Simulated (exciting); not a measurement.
Runs of exciting (release sodium) on CdTe. It takes space group F-43m (No. 216, cubic). Conventional cell: a = 6.410 Å, b = 6.410 Å, c = 6.410 Å, α = 90.00°, β = 90.00°, γ = 90.00°. Te (site symmetry -43m) is surrounded by 4 Cd at 2.78 Å. Cd (site symmetry -43m) has 4 Te at 2.78 Å as nearest neighbours. 

```csv
task,level,potentials or basis,spin,cell,k mesh,smearing,q or response mesh,lmaxapw (and lmaxmat),nempty,valence relativity,epspot,rgkmax,other keys,mesh quality,gap on the mesh (eV)
phonons,PBEsol,"all-electron LAPW+lo, shipped species files, valence relativity zora",off,as given,4 × 4 × 4,gaussian 0.005 eV,1 × 1 × 1,8,10,zora,1e-07 Ha,7.5,-,coarse,(a)
TDDFT spectrum,LDA,"all-electron LAPW+lo, shipped species files, valence relativity iora*",off,as given,5 × 5 × 5,gaussian 0.005 eV,6 × 6 × 6,10,10,iora*,1e-05 Ha,7.5,-,not flagged,0.59
real-space fields,WC+D2,"all-electron LAPW+lo, shipped species files, valence relativity iora*","SOC, no magnetisation",as given,5 × 5 × 5,fermi-dirac 0.136 eV,-,10,20,iora*,1e-05 Ha,8,beta0 = 0.6,not flagged,0.43
effective masses,RPBE,"all-electron LAPW+lo, shipped species files, valence relativity iora*",off,as given,7 × 7 × 7,gaussian 0.01 eV,-,10,10,iora*,1e-05 Ha,8,-,not flagged,1.01
Wannier functions,PBEsol,"all-electron LAPW+lo, shipped species files, valence relativity iora*",off,as given,5 × 5 × 5,gaussian 0.005 eV,-,10,10,iora*,1e-05 Ha,7.5,-,not flagged,0.73
real-space fields,PW91,"all-electron LAPW+lo, shipped species files, valence relativity iora*","collinear, ferromagnetic start",volume scaled by 1.04,5 × 5 × 5,fermi-dirac 0.136 eV,-,10,20,iora*,1e-05 Ha,8,-,not flagged,(b)
```

Problem. Fill in the values left out.

Solution. (a) 0.72; (b) 0.69.

Caveats: some runs use coarse meshes; spin-orbit coupling is left out, which moves the levels of the heavy elements (some runs); imaginary frequencies would show as zero here, so a zero away from Γ can hide an instability (some runs); at Γ the modes are those without the macroscopic field, so the longitudinal optical ones aren't split off (some runs); the scissor shift is a trial value, not fitted to this crystal (some runs); spectra need much finer meshes, so this one isn't converged (some runs); the dispersion energy is computed afterwards and isn't part of the total energy (some runs); the masses are finite differences along the axes, which mix bands that are degenerate at the k point (some runs).

A k mesh can miss the band edges, and rows without SOC leave out spin-orbit coupling on Cd, Te.

Runs at the PBE level aren't shown here.
